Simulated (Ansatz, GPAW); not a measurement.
# Ballistic transport through 1,4-phenylene between two Pt chains, from relaxation to T(E)

Aim: the conductance of 1,4-phenylene between two Pt chains after relaxation, and whether geometry, basis or functional moves it most.

Main program and level: GPAW 26.7.0 and Ansatz 0.2.0; Ansatz plane waves; relaxation of the junction with the lead ends held, in the first sound run; inputs show where later runs differ.

Most raw output is cut from this account.

### Step 1. The starting structure

The cell holds 26 atoms: 16 Pt, 6 C and 4 H. Cell: a = 10.798 Å, b = 9.000 Å, c = 42.910 Å, α = 90.0°, β = 90.0°, γ = 90.0°. Regions: left lead, 8 atoms (8 Pt); channel, 10 atoms (6 C and 4 H); right lead, 8 atoms (8 Pt). Vacuum lies along a and b. The structure is stacked along c, and the current runs across the ab planes.

### Step 2. Relaxation

Transmission follows bond lengths closely, so the atoms between the held lead ends are relaxed first, from a slightly shaken start that lets symmetry break.

input.yaml reads:

```yaml
crystal:
  lattice:
    - [10.798181021, 0.0, 0.0]
    - [0.0, 9.0, 0.0]
    - [0.0, 0.0, 42.9096518313]
  atoms:
    - { symbol: Pt, position: [0.5, 0.5, 0.0279657361] }
    - { symbol: Pt, position: [0.5, 0.5, 0.0838972084] }
    - { symbol: Pt, position: [0.5, 0.5, 0.1398286806] }
    - { symbol: Pt, position: [0.5, 0.5, 0.1957601528] }
    - { symbol: Pt, position: [0.5, 0.5, 0.2516916251] }
    - { symbol: Pt, position: [0.5, 0.5, 0.3076230973] }
    - { symbol: Pt, position: [0.4946516978, 0.4899373492, 0.3643617048] }
    - { symbol: Pt, position: [0.5043417921, 0.5044317246, 0.419185695] }
[... 14 atom lines left out ...]
    - { symbol: Pt, position: [0.5, 0.5, 0.8042398472] }
    - { symbol: Pt, position: [0.5, 0.5, 0.8601713194] }
    - { symbol: Pt, position: [0.5, 0.5, 0.9161027916] }
    - { symbol: Pt, position: [0.5, 0.5, 0.9720342639] }
kpoints:
  mp_grid: { grid: [1, 1, 2] }
hamiltonian:
  xc: pbe
scf:
  occupations: { method: fermi_dirac, width: 0.1 }
relax:
  f_tol: 0.03
  max_steps: 80
  constraints: [{ sites: [0, 1, 2, 3, 4, 5, 20, 21, 22, 23, 24, 25] }]
```

The run is started by

```console
> ansatz run input.yaml --threads 4 --pin off --max-ram 8192MiB --backend cpu --events-out ev --progress --plain --runs-dir out
```

The job ended after 4.8 min (4 threads of Arm Neoverse V2, shared host; peak memory 6.6 GiB; 19 min of CPU time).

The steps of the relaxation:

| step | energy less that of the first step (eV) | largest force component (eV/Å) |
| --- | --- | --- |
| 1 | 0.0000 | 4.8612 |
| 2 | -0.8245 | 2.0408 |
| 3 | -1.1163 | 0.6587 |
| 4 | -1.3197 | 0.6002 |
| 5 | -1.3829 | 0.3814 |
| 6 | -1.4226 | 0.2028 |
| 7 | -1.4315 | 0.0570 |
| 8 | -1.4364 | 0.0537 |
| 9 | -1.4301 | 0.2899 |
| 10 | -1.4441 | 0.0500 |
| 11 | -1.4487 | 0.0656 |
| 12 | -1.4517 | 0.0428 |
| 13 | -1.4520 | 0.0269 |

Relaxation step 9 was tried and not accepted.

The atoms that moved most (Å):

| atom | dx | dy | dz | length |
| --- | --- | --- | --- | --- |
| Pt20 | -0.501 | -0.029 | -0.020 | 0.502 |
| Pt7 | -0.433 | 0.072 | 0.013 | 0.439 |
| Pt19 | 0.315 | -0.023 | -0.115 | 0.337 |
| Pt8 | 0.318 | -0.037 | 0.035 | 0.322 |
| C9 | 0.002 | -0.002 | -0.113 | 0.113 |
| H11 | -0.054 | -0.077 | 0.058 | 0.110 |
| H16 | 0.092 | -0.025 | -0.039 | 0.102 |
| H17 | -0.075 | -0.059 | 0.009 | 0.095 |

Final coordinates:

```cif
data_structure
_symmetry_space_group_name_H-M 'P 1'
_symmetry_Int_Tables_number 1
_cell_length_a 10.7982
_cell_length_b 9.0000
_cell_length_c 42.9097
_cell_angle_alpha 90.000
_cell_angle_beta 90.000
_cell_angle_gamma 90.000
_cell_volume 4170.12
loop_
_atom_site_label
_atom_site_type_symbol
_atom_site_fract_x
_atom_site_fract_y
_atom_site_fract_z
_atom_site_occupancy
Pt1 Pt 0.50000 0.50000 0.02797 1
Pt2 Pt 0.50000 0.50000 0.08390 1
Pt3 Pt 0.50000 0.50000 0.13983 1
Pt4 Pt 0.50000 0.50000 0.19576 1
Pt5 Pt 0.50000 0.50000 0.25169 1
Pt6 Pt 0.50000 0.50000 0.30762 1
Pt7 Pt 0.45456 0.49790 0.36466 1
Pt8 Pt 0.53382 0.50035 0.41999 1
C9 C 0.49999 0.49884 0.46583 1
H10 H 0.70182 0.50433 0.47201 1
H11 H 0.29972 0.49274 0.47168 1
C12 C 0.61178 0.50194 0.48362 1
C13 C 0.38880 0.49547 0.48365 1
C14 C 0.61178 0.50195 0.51636 1
C15 C 0.38881 0.49545 0.51633 1
H16 H 0.70183 0.50438 0.52798 1
H17 H 0.29975 0.49270 0.52831 1
C18 C 0.50000 0.49882 0.53416 1
Pt19 Pt 0.53378 0.50047 0.57999 1
Pt20 Pt 0.45463 0.49790 0.63535 1
Pt21 Pt 0.50000 0.50000 0.69238 1
Pt22 Pt 0.50000 0.50000 0.74831 1
Pt23 Pt 0.50000 0.50000 0.80424 1
Pt24 Pt 0.50000 0.50000 0.86017 1
Pt25 Pt 0.50000 0.50000 0.91610 1
Pt26 Pt 0.50000 0.50000 0.97203 1
```

Numbers from this step:

```yaml
free_energy: -201894.2241 eV
smearing_term_ts: 1.093 eV
symmetry_operations: 1
```

The relaxation lowered the energy of the cell by 1.45 eV.

### Step 3. Plane waves, PBE

Plane waves give the reference curve, free of the bias of atom-centred orbitals.

This step: Ansatz plane waves; Landauer transmission by layers, zero bias (Ansatz 0.2.0).

input.yaml reads:

```yaml
crystal:
  lattice:
    - [10.798181021, 0.0, 0.0]
    - [0.0, 9.0, 0.0]
    - [0.0, 0.0, 42.9096518313]
  atoms:
    - { symbol: Pt, position: [0.5, 0.5, 0.0279657361] }
    - { symbol: Pt, position: [0.5, 0.5, 0.0838972084] }
    - { symbol: Pt, position: [0.5, 0.5, 0.1398286806] }
    - { symbol: Pt, position: [0.5, 0.5, 0.1957601528] }
    - { symbol: Pt, position: [0.5, 0.5, 0.2516916251] }
    - { symbol: Pt, position: [0.5, 0.5, 0.3076230973] }
    - { symbol: Pt, position: [0.4545600579, 0.4979015417, 0.3646582626] }
    - { symbol: Pt, position: [0.5338221476, 0.5003547373, 0.4199947712] }
[... 14 atom lines left out ...]
    - { symbol: Pt, position: [0.5, 0.5, 0.8042398472] }
    - { symbol: Pt, position: [0.5, 0.5, 0.8601713194] }
    - { symbol: Pt, position: [0.5, 0.5, 0.9161027916] }
    - { symbol: Pt, position: [0.5, 0.5, 0.9720342639] }
kpoints:
  mp_grid: { grid: [1, 1, 2] }
hamiltonian:
  xc: pbe
scf:
  occupations: { method: fermi_dirac, width: 0.1 }
output:
  transmission:
    leads: [[0, 1]]
    e_range: [-2, 2]
    de: 0.025
    kmesh: [1, 1]
    reduced_basis: true
  write_potential: true
  write_density: true
  volumetric_format: npy
  elf: true
```

Run time: 3.3 min. Hardware: 4 threads; peak memory 6.9 GiB.

Numbers from this step:

| Item | Value |
| --- | --- |
| free energy | -201894.2242 eV |
| lead level | 0 eV from the Fermi level |
| transmission at the Fermi level (one spin) | 1.200 |
| open channels of the lead at the Fermi level (one spin) | 4 |
| step of the potential along the lead | 7.2 meV |
| offset of the lead | 0 Å |
| filling of the lead less its bulk value, in size | 2.8 meV |
| conductance | 1.181 G₀ |

One spin. Table of transmission, zone mean by energy, zero at the Fermi level:

| energy (eV) | transmission, zone mean |
| --- | --- |
| -2.000 | 1.06 |
| -1.900 | 1.07 |
| -1.800 | 1.09 |
| -1.700 | 1.11 |
| -1.600 | 1.14 |
| -1.500 | 1.16 |
| -1.450 | 1.19 |
| -1.400 | 1.08 |
| -1.300 | 1.18 |
| -1.200 | 1.22 |
| -1.100 | 1.26 |
| -1.000 | 1.28 |
| -0.975 | 1.29 |
| -0.900 | 1.21 |
| -0.800 | 1.11 |
| -0.700 | 1.27 |
| -0.600 | 1.27 |
| -0.500 | 0.918 |
| -0.400 | 1.06 |
| -0.300 | 0.798 |
| -0.200 | 0.927 |
| -0.100 | 1.08 |
| 0.000 | 1.20 |
| 0.025 | 1.21 |
| 0.100 | 1.15 |
| 0.200 | 0.832 |
| 0.300 | 0.497 |
| 0.400 | 0.329 |
| 0.500 | 0.236 |
| 0.600 | 0.184 |
| 0.700 | 0.146 |
| 0.800 | 0.0977 |
| 0.900 | 0.0769 |
| 1.000 | 0.0649 |
| 1.100 | 0.0559 |
| 1.200 | 0.0489 |
| 1.300 | 0.0432 |
| 1.400 | 0.0385 |
| 1.500 | 0.0346 |
| 1.600 | 0.0313 |
| 1.700 | 0.0284 |
| 1.800 | 0.0259 |
| 1.900 | 0.0237 |
| 2.000 | 0.0218 |

One spin. Open channels, zone mean against energy, zero at the Fermi level:

energy (eV), open channels, zone mean and a bar from the least value:
```
   -2.000       3.00 ############
   -1.900       3.00 ############
   -1.800       3.00 ############
   -1.700       3.00 ############
   -1.600       3.00 ############
   -1.500       4.00 ##################
   -1.400       6.00 ##############################
   -1.300       6.00 ##############################
   -1.200       6.00 ##############################
   -1.100       6.00 ##############################
   -1.000       6.00 ##############################
   -0.900       6.00 ##############################
   -0.800       6.00 ##############################
   -0.700       6.00 ##############################
   -0.600       6.00 ##############################
   -0.500       6.00 ##############################
   -0.400       4.00 ##################
   -0.300       4.00 ##################
   -0.200       4.00 ##################
   -0.100       4.00 ##################
    0.000       4.00 ##################
    0.100       4.00 ##################
    0.200       4.00 ##################
    0.300       4.00 ##################
    0.400       3.00 ############
    0.500       3.00 ############
    0.600       3.00 ############
    0.700       3.00 ############
    0.800       1.00 
    0.900       1.00 
    1.000       1.00 
    1.100       1.00 
    1.200       1.00 
    1.300       1.00 
    1.400       1.00 
    1.500       1.00 
    1.600       1.00 
    1.700       1.00 
    1.800       1.00 
    1.900       1.00 
    2.000       1.00
```

Crystal 0, spin -, k parallel (0, 0); distinct values, listed up to 1.5 1/Å. Table of Im kz of the slowest decaying states by energy, zero at the Fermi level:

| energy (eV) | decay 1 (Å⁻¹) | decay 2 (Å⁻¹) | decay 3 (Å⁻¹) | decay 4 (Å⁻¹) |
| --- | --- | --- | --- | --- |
| -2.000 | 0.387 | 0.613 | 0.613 | 1.38 |
| -1.800 | 0.276 | 0.502 | 0.502 | 1.36 |
| -1.600 | 0.0194 | 0.344 | 0.345 | 1.34 |
| -1.400 | 1.32 | 1.34 | 1.38 | 1.47 |
| -1.200 | 1.30 | 1.32 | 1.36 | 1.45 |
| -1.000 | 1.28 | 1.30 | 1.34 | 1.43 |
| -0.800 | 1.26 | 1.28 | 1.32 | 1.41 |
| -0.600 | 1.24 | 1.26 | 1.30 | 1.40 |
| -0.400 | 0.105 | 0.105 | 1.22 | 1.24 |
| -0.200 | 0.351 | 1.20 | 1.22 | 1.25 |
| 0.000 | 0.471 | 0.471 | 1.18 | 1.20 |
| 0.200 | 0.555 | 1.16 | 1.18 | 1.21 |
| 0.400 | 0.138 | 0.620 | 0.620 | 1.13 |
| 0.600 | 0.240 | 0.674 | 1.11 | 1.14 |
| 0.800 | 0.0272 | 0.0275 | 0.307 | 0.719 |
| 1.000 | 0.116 | 0.116 | 0.359 | 0.758 |
| 1.200 | 0.156 | 0.157 | 0.401 | 0.791 |
| 1.400 | 0.183 | 0.184 | 0.437 | 0.821 |
| 1.600 | 0.202 | 0.203 | 0.468 | 0.847 |
| 1.800 | 0.215 | 0.216 | 0.495 | 0.871 |
| 2.000 | 0.223 | 0.224 | 0.518 | 0.892 |

Crystal 0, spin -, k parallel (0, 0). Table of Re kz of states that move upwards by energy, zero at the Fermi level:

| energy (eV) | channel 1 (Å⁻¹) | channel 2 (Å⁻¹) | channel 3 (Å⁻¹) | channel 4 (Å⁻¹) | channel 5 (Å⁻¹) | channel 6 (Å⁻¹) |
| --- | --- | --- | --- | --- | --- | --- |
| -2.0000 | -0.639 | -0.639 | 0.728 | - | - | - |
| -1.7500 | -0.590 | -0.590 | 0.753 | - | - | - |
| -1.5000 | -0.542 | -0.542 | 0.195 | 0.780 | - | - |
| -1.2500 | -0.495 | -0.495 | 0.367 | 0.384 | 0.385 | 0.808 |
| -1.0000 | -0.450 | -0.450 | 0.482 | 0.616 | 0.616 | 0.840 |
| -0.7500 | -0.404 | -0.404 | 0.574 | 0.822 | 0.823 | 0.877 |
| -0.5000 | -0.358 | -0.358 | 0.651 | 0.923 | 1.08 | 1.08 |
| -0.2500 | -0.311 | -0.311 | 0.714 | 0.982 | - | - |
| 0.0000 | -0.262 | -0.262 | 0.765 | 1.06 | - | - |
| 0.2500 | -0.209 | -0.209 | 0.806 | 1.21 | - | - |
| 0.5000 | -0.148 | -0.148 | 0.840 | - | - | - |
| 0.7500 | -0.0522 | -0.0521 | 0.869 | - | - | - |
| 1.0000 | 0.895 | - | - | - | - | - |
| 1.2500 | 0.919 | - | - | - | - | - |
| 1.5000 | 0.942 | - | - | - | - | - |
| 1.7500 | 0.964 | - | - | - | - | - |
| 2.0000 | 0.985 | - | - | - | - | - |

The electrostatic potential energy of an electron (with the applied field's), less the Fermi level, planar mean oscillates, so the rows of the table below give means over windows of 2.38 Å about each position, cut where the curve ends. Its first 14 maxima inside the range that stand out by 2 % of the span (Å: eV): 2.4: 5.78, 4.8: 5.78, 7.2: 5.77, 9.5: 5.76, 12.1: 5.75, 14.5: 5.74, 16.8: 5.58, 19.2: 5.35, 21.5: 4.91, 23.7: 5.35, 26.1: 5.59, 28.5: 5.74, 30.8: 5.75, 33.4: 5.76. Its first 14 minima: 1.2: 4.14, 3.6: 4.13, 6.0: 4.14, 8.3: 4.14, 10.9: 4.12, 13.3: 4.11, 15.6: 4.05, 18.0: 3.92, 20.6: 3.46, 22.3: 3.46, 24.9: 3.92, 27.3: 4.05, 29.6: 4.11, 32.0: 4.12.

Electrostatic potential energy of an electron (with the applied field's), less the Fermi level, planar mean against z; means over each step:

z (Å), electrostatic potential energy of an electron (with the applied field's), less the Fermi level, planar mean (eV) and a bar from the least value:
```
     1.19       4.98 ##############################
     3.57       4.97 ##############################
     5.95       4.97 ##############################
     8.33       4.97 #############################
    10.71       4.95 #############################
    13.09       4.94 ############################
    15.47       4.89 ##########################
    17.85       4.74 ####################
    20.23       4.30 #
    22.61       4.28 
    24.99       4.73 ###################
    27.37       4.88 ##########################
    29.75       4.94 ############################
    32.13       4.95 #############################
    34.51       4.97 #############################
    36.89       4.97 ##############################
    39.27       4.97 ##############################
    41.65       4.95 #############################
```

The valence density, planar mean oscillates, so the rows of the table below give means over windows of 2.38 Å about each position, cut where the curve ends. Its first 14 maxima inside the range that stand out by 2 % of the span (Å: e/Å³): 1.2: 0.166, 3.6: 0.166, 6.0: 0.165, 8.3: 0.165, 10.7: 0.164, 13.3: 0.164, 15.6: 0.165, 18.0: 0.166, 20.4: 0.0991, 22.5: 0.0991, 24.9: 0.166, 27.3: 0.165, 29.6: 0.164, 32.2: 0.164. Its first 14 minima: 2.4: 0.0188, 4.8: 0.0188, 7.2: 0.0189, 9.5: 0.0191, 12.1: 0.0191, 14.5: 0.0173, 16.8: 0.0180, 19.2: 0.0221, 21.5: 0.0538, 23.7: 0.0221, 26.1: 0.0180, 28.5: 0.0173, 30.8: 0.0191, 33.4: 0.0191.

Valence density, planar mean against z; means over each step:

z (Å), valence density, planar mean (e/Å³) and a bar from the least value:
```
     1.19      0.078 ###########################
     3.57      0.078 ###########################
     5.95      0.078 ###########################
     8.33      0.078 ###########################
    10.71      0.078 ###########################
    13.09      0.078 ###########################
    15.47      0.078 ###########################
    17.85      0.078 ###########################
    20.23      0.061 
    22.61      0.062 #
    24.99      0.078 ############################
    27.37      0.078 ###########################
    29.75      0.078 ###########################
    32.13      0.078 ###########################
    34.51      0.078 ###########################
    36.89      0.078 ###########################
    39.27      0.078 ###########################
    41.65      0.080 ##############################
```

ELF in the ca plane at fractional y = 0.493, with atoms of Pt and C and H within 0.2 Å of it. It is the smooth field of the valence electrons, not physical close to the nuclei.

Ten even steps from '0' (0.00 × 1e-1) to '9' (9.98 × 1e-1), each cell a mean:
```
00000000000000000000000000000000000000000000
00000000000000000000000000000000000000000000
00000000000000000000000000000000000000000000
00000000000231000023200000000000000000000000
00000000003786100278720000000000000000000000
00000100006999500599950000100000000000000000
00011221006999711799960012210000000000100000
00012332004999744799930123321000000011211001
11112443101575477357510134421111111112332112
33112554312563387246421355521233222223432222
44314666435688644688653566631344333235653233
54324666457236311452275466642345543246665335
65333455357467422576475355433366653335664334
65323333234687566578643233332366653334543323
54222222101462287136410122221245542223332222
32211110003898666689730011111223321112222111
22100000018999722799981000000122221001111000
11000000039999601799992000000011110000000000
00000000028998300489982000000000000000000000
00000000015774000157740000000000000000000000
00000000001220000002210000000000000000000000
00000000000000000000000000000000000000000000
00000000000000000000000000000000000000000000
00000000000000000000000000000000000000000000
```
Columns run along c (16.0 Å, from fractional 0.37 to 0.74 of the cell), rows up along a (10.8 Å). Atoms in or near the plane, at fractional coordinates: Pt at (0.42, 0.53), C at (0.47, 0.50), H at (0.47, 0.70), H at (0.47, 0.30), C at (0.48, 0.61), C at (0.48, 0.39), C at (0.52, 0.61), C at (0.52, 0.39), H at (0.53, 0.70), H at (0.53, 0.30), C at (0.53, 0.50), Pt at (0.58, 0.53), Pt at (0.64, 0.45), Pt at (0.69, 0.50).

Valence density in the ca plane at fractional y = 0.493, with atoms of Pt and C and H within 0.2 Å of it. It is the smooth field of the valence electrons, not physical close to the nuclei.

Ten steps, logarithmic in the rise over the least value, from '0' (0 e/Å³) to '9' (11 e/Å³), each cell a mean:
```
00000000000000000000000000000000000000000000
00000000000000000000000000000000000000000000
00000000000000000000000000000000000000000000
00000000000000000000000000000000000000000000
00000000000000000000000000000000000000000000
00000000000111100111100000000000000000000000
00000000001354211344310000000000000000000000
00000111001355433455310011100000000000000000
00012343211356655665311234321000000001111101
11124787522456666665323577742111111123443223
43236999744566544566544799963234432247886335
76447999655665322456655799964468864469997547
98534676445565433456554577643589985468997447
98532333223456555565432233323589985345764334
75311111111356666665311111111357753222322112
32100000001356555565310000000123321100100000
10000000001465322455310000000001100000000000
00000000000233111233200000000000000000000000
00000000000010000000000000000000000000000000
00000000000000000000000000000000000000000000
00000000000000000000000000000000000000000000
00000000000000000000000000000000000000000000
00000000000000000000000000000000000000000000
00000000000000000000000000000000000000000000
```
Columns run along c (16.0 Å, from fractional 0.37 to 0.74 of the cell), rows up along a (10.8 Å). Atoms in or near the plane, at fractional coordinates: Pt at (0.42, 0.53), C at (0.47, 0.50), H at (0.47, 0.70), H at (0.47, 0.30), C at (0.48, 0.61), C at (0.48, 0.39), C at (0.52, 0.61), C at (0.52, 0.39), H at (0.53, 0.70), H at (0.53, 0.30), C at (0.53, 0.50), Pt at (0.58, 0.53), Pt at (0.64, 0.45), Pt at (0.69, 0.50).

Electrostatic potential energy in the ca plane at fractional y = 0.493, with atoms of Pt and C and H within 0.2 Å of it. With pseudopotentials it is smooth inside the atoms' cores, unlike the true potential.

Values in eV, 13 rows by 16 columns, each cell a mean:
```
  2   2   2   2   2   2   1   1   1   1   1   1   1   2   2   2
  2   2   2   2   2   2   1   1   1   1   1   1   1   2   2   2
  2   2   2   2   2   2   1   1   0   0   0   0   1   2   2   2
  2   2   2   2   2   1   1  -1 -19  -2 -17  -4   1   1   2   2
  0   0   1   2   1  -4  -7  -2 -34 -30 -42  -3  -6  -6   1   2
-15 -37  -5  -5  -4 -39 -55 -12 -34 -24 -37 -14 -45 -50  -5  -6
-36 -69 -18 -57 -34 -34 -50 -29 -44  -5 -32 -39 -40 -45 -24 -62
 -8 -22  -8 -54 -32  -3  -3  -3 -38 -34 -46  -6  -2  -3 -20 -59
  1   1   0  -5  -2   1   1  -1 -32 -19 -35  -4   1   1  -1  -6
  2   2   2   1   1   2   1  -1 -13  -1 -11  -3   1   2   1   1
  2   2   2   2   2   2   1   1   0   1   0   1   1   2   2   2
  2   2   2   2   2   2   1   1   1   1   1   1   1   2   2   2
  2   2   2   2   2   2   1   1   1   1   1   1   1   2   2   2
```
Columns run along c (16.0 Å, from fractional 0.28 to 0.66 of the cell; values clipped at the 3rd and 97th percentile), rows up along a (10.8 Å). Atoms in or near the plane, at fractional coordinates: Pt at (0.31, 0.50), Pt at (0.36, 0.45), Pt at (0.42, 0.53), C at (0.47, 0.50), H at (0.47, 0.70), H at (0.47, 0.30), C at (0.48, 0.61), C at (0.48, 0.39), C at (0.52, 0.61), C at (0.52, 0.39), H at (0.53, 0.70), H at (0.53, 0.30), C at (0.53, 0.50), Pt at (0.58, 0.53) and more.

T at the Fermi level is 1.20 of 4 open channels a spin, without spin-orbit coupling, which is large for these atoms.

[end of part 1 of 2]

[Logs are printed without paths, hosts, clocks, repeated set-up lines and the standing remarks that a program may print on its own settings, such as how far it seeks lower states.]

[Hosts, paths, dates, database ids (printed as entryN), source tags and the programs' standing remarks are cut or masked in the printed files.]
